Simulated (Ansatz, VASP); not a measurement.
TiAl3: VASP beside Ansatz

```
CELL_PARAMETERS angstrom
-1.94859 1.94859 4.36462
1.94859 -1.94859 4.36462
1.94859 1.94859 -4.36462
ATOMIC_POSITIONS crystal
Ti 0.00000 0.00000 0.00000
Al 0.25000 0.75000 0.50000
Al 0.75000 0.25000 0.50000
Al 0.50000 0.50000 0.00000
```

Change from the starting cell: volume scaled by 1.06.

Alike in both runs: task single point; functional PBEsol; k mesh 10 × 10 × 10; occupations fermi-dirac, width 0.05 eV; no spin polarisation.

|  | VASP | Ansatz |
| --- | --- | --- |
| version | VASP 6.6.1 | Ansatz 0.2.0 |
| potentials or method | VASP PAW PBE potentials, release 64 (Ti_sv, Al) | Ansatz PAW |
| plane-wave cutoff (eV) | 520 | 420 |
| valence electrons in the cell | 21 | 21 |

VASP gave:

* gap on the k mesh at the Fermi level (eV): none
* pressure (GPa): -6.1
* largest component of the traceless stress (GPa): 0.15

Q: Estimate Ansatz's values.

A: gap on the k mesh at the Fermi level (eV): none; pressure (GPa): -6.2; largest component of the traceless stress (GPa): 0.16.

A gap of «none» marks a metal or a gap that the smearing closes.

Caveats: the PAW data sets were made with another functional, which shifts forces and pressure a little (VASP); the PAW data sets come from PBE, with cores solved anew for the run's functional, which leaves a small shift of forces and pressure (Ansatz).
